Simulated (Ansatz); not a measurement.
**How the vibrations of BN change with volume**

Theory: DFT LDA, scalar-relativistic, plane waves, PAW in Ansatz 0.2.0. Cutoff 420 eV, 12×12×12 k-points (Γ-centred), fixed occupations. No spin polarisation. Phonons by linear response, acoustic sum rule imposed.

Equilibrium structure at this level:
```
B N
1.0
     1.24430    0.71840    3.22410
    -1.24430    0.71840    3.22410
     0.00000   -1.43679    3.22410
B N
1 1
Direct
  0.99974 0.99974 0.99974
  0.33269 0.33269 0.33269
```

The crystal is built of layers and no dispersion correction was added, so the binding between them is poorly described, and with it their spacing and whatever depends on it.

Cells at 0.98 and 1.02 times the equilibrium volume were relaxed in shape and atoms; γ = −d ln ν / d ln V, modes matched by rank.

(1) Give the optical frequencies at Γ without the LO field (cm⁻¹) at the three volumes and the mode Grüneisen parameters.

(2) What pressures hold the two strained cells, and what bulk modulus follows?

(3) How does the gap respond?

(4) And the dielectric constants (a third of the trace)?

Answers

(1)
```tsv
0.98 V	V	1.02 V	γ	degeneracy
753	758	762	-0.31	1
1390	1387	1384	0.09	2
```

(2) 0.63 GPa at 0.98 V and -0.49 GPa at 1.02 V, so B = −dP/d ln V ≈ 28 GPa.

(3) It is 3.97, 4.04 and 4.09 eV at 0.98, 1 and 1.02 V: dE_g/d ln V = 2.8 eV.

(4) ε∞: 4.32, 4.24, 4.17; ε0: 5.7, 5.6, 5.5, in order of rising volume.

This form isn't the usual stable structure of the compound.